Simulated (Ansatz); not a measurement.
# Strain and the gap of GaAs (F-43m)

GaAs (started from an entry of an open crystallographic database), relaxed with r2SCAN in the PAW code Ansatz. It is cubic, F-43m (No. 216); a = 5.666 Å in the conventional setting, 22.74 Å³ an atom. Ga has 4 As at 2.45 Å; As has 4 Ga at 2.45 Å.

The axes x, y and z are those of this cell:
```
CELL_PARAMETERS angstrom
0.00000 2.83308 2.83308
2.83308 0.00000 2.83308
2.83308 2.83308 0.00000
ATOMIC_POSITIONS crystal
Ga 0.00000 0.00000 0.00000
As 0.25000 0.25000 0.25000
```

Unstrained: PBE gives a direct gap of 0.466 eV at Γ. With r2SCAN the gap is 0.962 eV and direct, at Γ. With HSE06 the gap is 1.364 eV and direct, at Γ. Meshes: PBE 8×8×8, r2SCAN 8×8×8, HSE06 6×6×6. Strains are changes of length per length. After each strain the atoms were relaxed again with r2SCAN within the symmetry that the strain leaves, so tilts or polar shifts that break it weren't tested; points keep the names that they have in the unstrained zone. Spin-unpolarised throughout; all numbers are computed.

Changes of the least gap in eV (an overlap counts as a negative gap):
```tsv
strain	volume change (%)	space group	PBE	r2SCAN	HSE06	energy rise, r2SCAN (meV/atom)
isotropic +2.36 % on every length	+7.2	F-43m	-0.466	-0.549	-0.584	23.6
biaxial -4.22 % in x and y, z held	-8.3	I-4m2	+0.554	+0.449	+0.339	47.2
```

Isotropic +2.36 % on every length. PBE: gap 0.47 before, 0 after (eV); it has closed. HSE06: the gap goes from 1.364 to 0.780 eV (-0.584 eV). Stress change with r2SCAN, compression positive: xx -4.32, yy -4.32, zz -4.32 GPa. For HSE06, dE_g/d ln V = -8.3 eV over this step.

Biaxial -4.22 % in x and y, z held. HSE06: the gap goes from 1.364 to 1.703 eV (+0.339 eV); it turns from direct (Γ) to indirect (Γ → X [(0, -1/2, -1/2)]); with r2SCAN the top three valence levels at Γ, degenerate before, become 2+1 from the top over 295 meV. Stress change with r2SCAN, compression positive: xx +8.64, yy +8.64, zz +5.42 GPa.

The runs are scalar-relativistic, without spin-orbit coupling.

The meshes of the hybrids are coarse, so their gaps aren't converged to the digits shown.

The splittings at Γ are without spin-orbit coupling, which regroups them where it is of like size or larger.
